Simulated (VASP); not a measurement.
Pb: single point with PBE

The system is Pb.

```
Pb
1.0
     0.00000    3.43900    3.43900
     3.43900    0.00000    3.43900
     3.43900    3.43900    0.00000
Pb
2
Direct
  0.50000 0.50000 0.50000
  0.75000 0.75000 0.75000
```

This isn't the form of Pb at room conditions, which is fcc.

```
Program                : VASP 6.6.1
Task                   : single point
Functional             : PBE
Potentials or basis    : VASP PAW PBE potentials, release 64 (Pb_d)
Cutoff                 : 520 eV
k mesh                 : 6 × 6 × 6
Occupations            : methfessel-paxton, width 0.1 eV
Spin                   : no spin polarisation
Dipole correction      : no
Further INCAR settings : ALGO = Normal; EDIFF = 1e-06; NBANDS = 21
```

```yaml
Pressure: 2.4 GPa
Band_gap_on_the_k_mesh: none (metal or under the smearing width)
```

Levels at points of the mesh, in eV from the Fermi level:
| k point | band 12 | band 13 | band 14 | band 15 | band 16 | band 17 |
| --- | --- | --- | --- | --- | --- | --- |
| (0.00, 0.00, 0.00) | -3.85 | 0.47 | 0.47 | 0.47 | 2.48 | 2.48 |
| (0.50, 0.00, 0.00) | -7.03 | -0.89 | -0.67 | -0.67 | 3.61 | 3.61 |
| (0.50, 0.50, 0.00) | -8.41 | -1.90 | -1.90 | 0.94 | 0.94 | 7.25 |

Wall time 21 s on 1 thread of Intel(R) Xeon(R) 6975P-C (Granite Rapids), with other jobs on the host, peak memory 0.2 GiB.

The run has no spin-orbit coupling, so splittings on Pb are missing.
